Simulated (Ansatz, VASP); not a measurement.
**AlN: VASP beside Ansatz**

```xyz
4
Lattice="0.0000 -1.9844 -1.9844 0.0000 1.9844 -1.9844 3.9689 0.0000 0.0000" Properties=species:S:1:pos:R:3 pbc="T T T"
Al    0.0000   -0.0230   -1.9844
Al    1.9844    0.0230    0.0000
N     1.9844    0.0083   -1.9844
N     0.0000    1.9761   -1.9844
```

Change from the starting cell: mode 4 frozen in at -0.024 Å, equal normal strain along x, y and z -0.0250.

Alike in both runs: task single point; functional PBE; k mesh 8 × 8 × 6; occupations gaussian, width 0.05 eV; no spin polarisation.

|  | VASP | Ansatz |
| --- | --- | --- |
| version | VASP 6.6.1 | Ansatz 0.2.0 |
| potentials or method | VASP PAW PBE potentials, release 64 (Al, N) | scalar-relativistic, plane waves, PAW |
| plane-wave cutoff (eV) | 520 | 520 |
| valence electrons in the cell | 16 | 16 |

```csv
,VASP,Ansatz,Ansatz less VASP
gap on the k mesh at the Fermi level (eV),5.15,5.18,+0.025
least direct gap on the mesh (eV),5.16,5.18,+0.025
pressure (GPa),21.9,22.3,+0.34
largest component of the traceless stress (GPa),0.10,0.10,-0.001
rms of the force components (eV/Å),0.121,0.121,0.0000
```

Atom by atom the forces differ by 0.000 eV/Å (rms over components).

Caveats: so large a pressure means that the cell lies far from this level's equilibrium, or that cutoff or potentials fall short (VASP). A k mesh can miss the band edges.
